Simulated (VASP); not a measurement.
# TiPt3 (Pm-3m) in VASP: further runs, part 2 of 2

VASP 6.6.1. The steps go on from the part before.

## Step 3: Electric field gradients, PBE

Contents of INCAR:

```
SYSTEM = TiPt3
PREC     = Accurate       ! precision mode
ENCUT    = 520            ! plane-wave cutoff, eV
EDIFF    = 1E-8           ! SCF threshold, eV
ISMEAR   = -1             ! smearing method
SIGMA    = 0.05           ! smearing width, eV
LREAL    = .FALSE.        ! projectors in reciprocal space
LASPH    = .TRUE.         ! aspherical terms in the spheres
NELM     = 100            ! most SCF steps
ALGO     = Normal         ! electronic algorithm
ISIF     = 2              ! what is computed and relaxed
LWAVE    = .FALSE.        ! write WAVECAR
LCHARG   = .FALSE.        ! write CHGCAR
GGA      = PE             ! functional
LEFG     = .TRUE.       
NBANDS   = 29             ! bands
```

Contents of KPOINTS:

```
regular mesh
0
G
  9 9 9
  0 0 0
```

Contents of POSCAR:

```
TiPt3
1.0
    3.8970000000      0.0000000000      0.0000000000
    0.0000000000      3.8970000000      0.0000000000
    0.0000000000      0.0000000000      3.8970000000
Ti Pt
1 3
Direct
    0.0000000000      0.0000000000      0.0000000000
    0.0000000000      0.5000000000      0.5000000000
    0.5000000000      0.0000000000      0.5000000000
    0.5000000000      0.5000000000      0.0000000000
```

Potentials or basis: VASP PAW PBE potentials, release 64 (Ti_sv, Pt).

The run is started by

```
$ cat potpaw_PBE.64/Ti_sv/POTCAR potpaw_PBE.64/Pt/POTCAR > POTCAR
$ mpirun -np 1 vasp_std > vasp.out
```

OUTCAR:

```text
SYSTEM = TiPt3
   PREC = Accurate
   ENCUT = 520
   EDIFF = 1E-8
   ISMEAR = -1
   LREAL = .FALSE.
   LASPH = .TRUE.
   NELM = 100
   ISIF = 2
   GGA = PE

 ion  position               nearest neighbor table
   1  0.000  0.000  0.000-   2 2.76   3 2.76   4 2.76   2 2.76   3 2.76   2 2.76   4 2.76   2 2.76
                             3 2.76   4 2.76   3 2.76   4 2.76
   2  0.000  0.500  0.500-   1 2.76   3 2.76   4 2.76   1 2.76   4 2.76   1 2.76   3 2.76   1 2.76
                             3 2.76   4 2.76   4 2.76   3 2.76
   3  0.500  0.000  0.500-   1 2.76   2 2.76   4 2.76   1 2.76   4 2.76   2 2.76   4 2.76   4 2.76
                             1 2.76   2 2.76   1 2.76   2 2.76
   4  0.500  0.500  0.000-   1 2.76   2 2.76   3 2.76   2 2.76   3 2.76   1 2.76   3 2.76   3 2.76
                             1 2.76   2 2.76   2 2.76   1 2.76

  LATTYP: Found a simple cubic cell.
 ALAT       =     3.8970000000

  Lattice vectors:

 A1 = (   3.8970000000,   0.0000000000,   0.0000000000)
 A2 = (   0.0000000000,   3.8970000000,   0.0000000000)
 A3 = (   0.0000000000,   0.0000000000,   3.8970000000)

Analysis of symmetry for initial positions (statically):
=====================================================================
 Subroutine PRICEL returns:
 Original cell was already a primitive cell.

 Routine SETGRP: Setting up the symmetry group for a
 simple cubic supercell.

 Subroutine GETGRP returns: Found 48 space group operations
 (whereof 48 operations were pure point group operations)
 out of a pool of 48 trial point group operations.

The static configuration has the point symmetry O_h .

Analysis of symmetry for dynamics (positions and initial velocities):
=====================================================================
 Subroutine PRICEL returns:
 Original cell was already a primitive cell.

 Routine SETGRP: Setting up the symmetry group for a
 simple cubic supercell.

 Subroutine GETGRP returns: Found 48 space group operations
 (whereof 48 operations were pure point group operations)
 out of a pool of 48 trial point group operations.

The dynamic configuration has the point symmetry O_h .

 Subroutine INISYM returns: Found 48 space group operations
 (whereof 48 operations are pure point group operations),
 and found     1 'primitive' translations

----------------------------------------------------------------------------------------

                                     Primitive cell

  volume of cell :      59.1822

  direct lattice vectors                    reciprocal lattice vectors
     3.897000000  0.000000000  0.000000000     0.256607647  0.000000000  0.000000000
     0.000000000  3.897000000  0.000000000     0.000000000  0.256607647  0.000000000
     0.000000000  0.000000000  3.897000000     0.000000000  0.000000000  0.256607647

  length of vectors
     3.897000000  3.897000000  3.897000000     0.256607647  0.256607647  0.256607647

  position of ions in fractional coordinates (direct lattice)
     0.000000000  0.000000000  0.000000000
[... 98 lines left out ...]
   EFERMI_NEDOS =   21; number of points for ismear=-14 and -15
   IALGO  =     38    algorithm
   IMIX   =      4    mixing-type and parameters
     AMIX     =   0.40;   BMIX     =  1.00
     AMIX_MAG =   1.60;   BMIX_MAG =  1.00
  volume/ion in A,a.u.               =      14.80        99.85
  Fermi-wavevector in a.u.,A,eV,Ry     =   1.460251  2.759474 29.012153  2.132333
  Thomas-Fermi vector in A             =   2.576723
   LORBIT       =      0    0 simple, 1 ext, 2 COOP (PROOUT), +10 PAW based schemes
   GGA     = PE    functional components
   LHFCALC =     F    Hartree Fock is set to
   AEXX    =    0.0000 exact exchange contribution
   IVDW    =     0    specifies the selected vdW correction
   LEPSILON=     F    determine dielectric tensor
   LRPA    =     F    only Hartree local field effects (RPA)
 non-spin polarized calculation
  energy-cutoff  :      520.00
  volume of cell :       59.18
 maximum number of plane-waves:      1605
 NGX is ok and might be reduce to    30
   NGX = 15   NGY = 15   NGZ = 15

 number of electron      41.9999997 magnetization

 Free energy of the ion-electron system (eV)
  ---------------------------------------------------
  ext. energy  EPLUGINS =         0.00000000
  ---------------------------------------------------
  free energy    TOTEN  =       -29.49182599 eV

  energy without entropy =      -29.47977091  energy(sigma->0) =      -29.48579845

 E-fermi :  11.8820     XC(G=0): -13.2833

 val. band max:       11.8565289099   @ k =   0.4444   0.1111   0.1111
 cond. band min:      11.9141812737   @ k =   0.0000   0.0000   0.0000
 fundamental gap:      0.0576523638
 Fermi energy:        11.8820402539

 k-point     1 :       0.0000    0.0000    0.0000
  band No.  band energies     occupation
      1     -46.3150      2.00000
      2     -22.5344      2.00000
      3     -22.5344      2.00000
      4     -22.5344      2.00000
      5       1.6429      2.00000
      6       4.4382      2.00000
[... 757 lines left out ...]
     28      16.0151      0.00000
     29      19.4334      0.00000

 [... further k-points ...]

------------------------ aborting loop because EDIFF is reached ----------------------------------------

  FORCE on cell =-STRESS in cart. coord.  units (eV):
  Direction    XX          YY          ZZ          XY          YZ          ZX
  --------------------------------------------------------------------------------------
  -------------------------------------------------------------------------------------
  Total        3.6093018      3.6093018      3.6093018      0.0000000     -0.0000000      0.0000000
  in kB       97.7107993     97.7107993     97.7107993      0.0000000     -0.0000000      0.0000000
  external PRESSURE =      97.7107993 kB  Pullay stress =       0.0000000 kB

 VOLUME and BASIS-vectors are now :
 -----------------------------------------------------------------------------
  energy-cutoff  :      520.00
  volume of cell :       59.18
      direct lattice vectors                 reciprocal lattice vectors
     3.897000000  0.000000000  0.000000000     0.256607647  0.000000000  0.000000000
     0.000000000  3.897000000  0.000000000     0.000000000  0.256607647  0.000000000
     0.000000000  0.000000000  3.897000000     0.000000000  0.000000000  0.256607647

 POSITION                                       TOTAL-FORCE (eV/Angst)
 -----------------------------------------------------------------------------------
      0.00000      0.00000      0.00000         0.000000      0.000000      0.000000
      0.00000      1.94850      1.94850         0.000000      0.000000      0.000000
      1.94850      0.00000      1.94850         0.000000      0.000000      0.000000
      1.94850      1.94850      0.00000         0.000000      0.000000      0.000000
 -----------------------------------------------------------------------------------
    total drift:                                0.000000      0.000000     -0.000000

  FREE ENERGIE OF THE ION-ELECTRON SYSTEM (eV)
  ---------------------------------------------------
  free  energy   TOTEN  =       -29.4918259924 eV

  energy  without entropy=      -29.4797709107  energy(sigma->0) =      -29.48579845

 Electric field gradients (V/A^2)
---------------------------------------------------------------------
 ion       V_xx      V_yy      V_zz      V_xy      V_xz      V_yz
---------------------------------------------------------------------
   1       0.000     0.000     0.000    -0.000     0.000     0.000
   2     -67.165    33.582    33.582     0.000     0.000    -0.000
   3      33.582   -67.165    33.582    -0.000    -0.000    -0.000
   4      33.582    33.582   -67.165    -0.000     0.000     0.000
---------------------------------------------------------------------

 Electric field gradients after diagonalization (V/A^2)
 (convention: |V_zz| > |V_xx| > |V_yy|)
----------------------------------------------------------------------
 ion       V_xx      V_yy      V_zz     asymmetry (V_yy - V_xx)/ V_zz
----------------------------------------------------------------------
   1       0.000     0.000     0.000      -0.140
   2      33.582    33.582   -67.165       0.000
   3      33.582    33.582   -67.165       0.000
   4      33.582    33.582   -67.165       0.000
----------------------------------------------------------------------

           NMR quadrupolar parameters

 Cq : quadrupolar parameter    Cq=e*Q*V_zz/h
 eta: asymmetry parameters     (V_yy - V_xx)/ V_zz
 Q  : nuclear electric quadrupole moment in mb (millibarn)
----------------------------------------------------------------------
 ion       Cq(MHz)       eta       Q (mb)
----------------------------------------------------------------------
   1       0.000      -0.140       1.000
   2      -0.162       0.000       1.000
   3      -0.162       0.000       1.000
   4      -0.162       0.000       1.000
----------------------------------------------------------------------
```

Run time: 66 s. Hardware: 1 thread of Intel Xeon Platinum 8488C (Sapphire Rapids), shared host; peak memory 0.2 GiB.

Results:

```
Free energy            : -29.4918 eV
Pressure               : 9.8 GPa
Band gap on the k mesh : none (metal or under the smearing width)
```

Levels at points of the mesh, in eV from the Fermi level:
| k point | band 17 | band 18 | band 19 | band 20 | band 21 | band 22 | band 23 | band 24 | band 25 | band 26 |
| --- | --- | --- | --- | --- | --- | --- | --- | --- | --- | --- |
| (0.00, 0.00, 0.00) | -0.54 | 0.03 | 0.03 | 0.03 | 1.39 | 1.39 | 1.58 | 1.58 | 1.58 | 2.01 |

Electric field gradients, principal values (V/Å²):
| atom | Vxx | Vyy | Vzz |
| --- | --- | --- | --- |
| 1 Ti | 0.000 | 0.000 | 0.000 |
| 2 Pt | 33.582 | 33.582 | -67.165 |
| 3 Pt | 33.582 | 33.582 | -67.165 |
| 4 Pt | 33.582 | 33.582 | -67.165 |

## Step 4: Electric field gradients, PBE

Contents of INCAR:

```
SYSTEM = TiPt3
PREC = Accurate
ENCUT = 520
EDIFF = 1E-8
ISMEAR = -1
SIGMA = 0.05
LREAL = .False.
LASPH = .True.
NELM = 100
ALGO = Normal
ISIF = 2
LWAVE = .False.
LCHARG = .False.
GGA = PE
LEFG = .True.
NBANDS = 29
```

Contents of KPOINTS:

```
Automatic mesh
0
Gamma
  9 9 9
  0 0 0
```

POSCAR is that of step 3.

Potentials or basis: VASP PAW PBE potentials, release 64 (Ti_sv, Pt).

The run is started by

```
$ cat potpaw_PBE.64/Ti_sv/POTCAR potpaw_PBE.64/Pt/POTCAR > POTCAR
$ mpirun -np 1 vasp_std > vasp.out
```

OUTCAR:

```text
SYSTEM = TiPt3
   PREC = Accurate
   ENCUT = 520
   EDIFF = 1E-8
   ISMEAR = -1
   LREAL = .False.
   LASPH = .True.
   NELM = 100
   ISIF = 2
   GGA = PE

 ion  position               nearest neighbor table
   1  0.000  0.000  0.000-   2 2.76   3 2.76   4 2.76   2 2.76   3 2.76   2 2.76   4 2.76   2 2.76
                             3 2.76   4 2.76   3 2.76   4 2.76
   2  0.000  0.500  0.500-   1 2.76   3 2.76   4 2.76   1 2.76   4 2.76   1 2.76   3 2.76   1 2.76
                             3 2.76   4 2.76   4 2.76   3 2.76
   3  0.500  0.000  0.500-   1 2.76   2 2.76   4 2.76   1 2.76   4 2.76   2 2.76   4 2.76   4 2.76
                             1 2.76   2 2.76   1 2.76   2 2.76
   4  0.500  0.500  0.000-   1 2.76   2 2.76   3 2.76   2 2.76   3 2.76   1 2.76   3 2.76   3 2.76
                             1 2.76   2 2.76   2 2.76   1 2.76

  LATTYP: Found a simple cubic cell.
 ALAT       =     3.8970000000

  Lattice vectors:

 A1 = (   3.8970000000,   0.0000000000,   0.0000000000)
 A2 = (   0.0000000000,   3.8970000000,   0.0000000000)
 A3 = (   0.0000000000,   0.0000000000,   3.8970000000)

[... 978 lines left out ...]
      0.00000      1.94850      1.94850         0.000000      0.000000      0.000000
      1.94850      0.00000      1.94850         0.000000      0.000000      0.000000
      1.94850      1.94850      0.00000         0.000000      0.000000      0.000000
 -----------------------------------------------------------------------------------
    total drift:                                0.000000      0.000000     -0.000000

  FREE ENERGIE OF THE ION-ELECTRON SYSTEM (eV)
  ---------------------------------------------------
  free  energy   TOTEN  =       -29.4918259924 eV

  energy  without entropy=      -29.4797709107  energy(sigma->0) =      -29.48579845

 Electric field gradients (V/A^2)
---------------------------------------------------------------------
 ion       V_xx      V_yy      V_zz      V_xy      V_xz      V_yz
---------------------------------------------------------------------
   1       0.000     0.000     0.000    -0.000     0.000     0.000
   2     -67.165    33.582    33.582     0.000     0.000    -0.000
   3      33.582   -67.165    33.582    -0.000    -0.000    -0.000
   4      33.582    33.582   -67.165    -0.000     0.000     0.000
---------------------------------------------------------------------

 Electric field gradients after diagonalization (V/A^2)
 (convention: |V_zz| > |V_xx| > |V_yy|)
----------------------------------------------------------------------
 ion       V_xx      V_yy      V_zz     asymmetry (V_yy - V_xx)/ V_zz
----------------------------------------------------------------------
   1       0.000     0.000     0.000      -0.140
   2      33.582    33.582   -67.165       0.000
   3      33.582    33.582   -67.165       0.000
   4      33.582    33.582   -67.165       0.000
----------------------------------------------------------------------

           NMR quadrupolar parameters

 Cq : quadrupolar parameter    Cq=e*Q*V_zz/h
 eta: asymmetry parameters     (V_yy - V_xx)/ V_zz
 Q  : nuclear electric quadrupole moment in mb (millibarn)
----------------------------------------------------------------------
 ion       Cq(MHz)       eta       Q (mb)
----------------------------------------------------------------------
   1       0.000      -0.140       1.000
   2      -0.162       0.000       1.000
   3      -0.162       0.000       1.000
   4      -0.162       0.000       1.000
----------------------------------------------------------------------
```

OSZICAR:

```text
N       E                     dE             d eps       ncg     rms          rms(c)
DAV:   1     0.379477057451E+03    0.37948E+03   -0.20935E+04  2030   0.157E+03
DAV:   2    -0.470329307000E+01   -0.38418E+03   -0.36311E+03  2150   0.405E+02
DAV:   3    -0.316466193128E+02   -0.26943E+02   -0.25821E+02  2570   0.103E+02
DAV:   4    -0.325311906063E+02   -0.88457E+00   -0.88124E+00  2522   0.170E+01
DAV:   5    -0.325562268740E+02   -0.25036E-01   -0.25034E-01  2464   0.281E+00    0.226E+01
DAV:   6    -0.308451792288E+02    0.17110E+01   -0.10905E+01  2220   0.284E+01    0.141E+01
DAV:   7    -0.304558299499E+02    0.38935E+00   -0.19976E+01  2577   0.288E+01    0.108E+01
DAV:   8    -0.296016348513E+02    0.85420E+00   -0.96020E-01  2152   0.949E+00    0.432E+00
DAV:   9    -0.295664368842E+02    0.35198E-01   -0.12132E+00  2881   0.636E+00    0.278E+00
DAV:  10    -0.294922877317E+02    0.74149E-01   -0.27535E-01  2371   0.373E+00    0.428E-01
DAV:  11    -0.294958689285E+02   -0.35812E-02   -0.55993E-03  2362   0.594E-01    0.629E-01
DAV:  12    -0.294918111973E+02    0.40577E-02   -0.14182E-02  2625   0.776E-01    0.213E-02
DAV:  13    -0.294918268450E+02   -0.15648E-04   -0.19282E-04  2245   0.984E-02    0.141E-02
DAV:  14    -0.294918267472E+02    0.97808E-07   -0.19782E-05  2656   0.317E-02    0.128E-02
DAV:  15    -0.294918258637E+02    0.88351E-06   -0.42831E-06  2278   0.181E-02    0.223E-03
DAV:  16    -0.294918259615E+02   -0.97842E-07   -0.22926E-07  2746   0.309E-03    0.528E-04
DAV:  17    -0.294918260020E+02   -0.40530E-07   -0.33659E-08  1644   0.963E-04    0.331E-04
DAV:  18    -0.294918259924E+02    0.95915E-08   -0.45814E-09  1055   0.496E-04
   1 F= -.29491826E+02 E0= -.29485798E+02  d E =-.120551E-01
```

stdout:

```text
POSCAR found type information on POSCAR TiPt
 POSCAR found :  2 types and       4 ions
 scaLAPACK will be used
 LDA part: xc-table for (Slater+PW92), standard interpolation
 POSCAR, INCAR and KPOINTS ok, starting setup
 FFT: planning ... GRIDC
 FFT: planning ... GRID_SOFT
 FFT: planning ... GRID
 WAVECAR not read
 entering main loop
ion   1

ion   2

ion   3

ion   4
```

Wall time 72 s (1 thread of Intel Xeon Platinum 8488C (Sapphire Rapids), shared host); peak memory 0.2 GiB.

Results:

```
Free energy            : -29.4918 eV
Pressure               : 9.8 GPa
Band gap on the k mesh : none (metal or under the smearing width)
```

Electric field gradients, principal values (V/Å²):
```tsv
atom	Vxx	Vyy	Vzz
1 Ti	0.000	0.000	0.000
2 Pt	33.582	33.582	-67.165
3 Pt	33.582	33.582	-67.165
4 Pt	33.582	33.582	-67.165
```
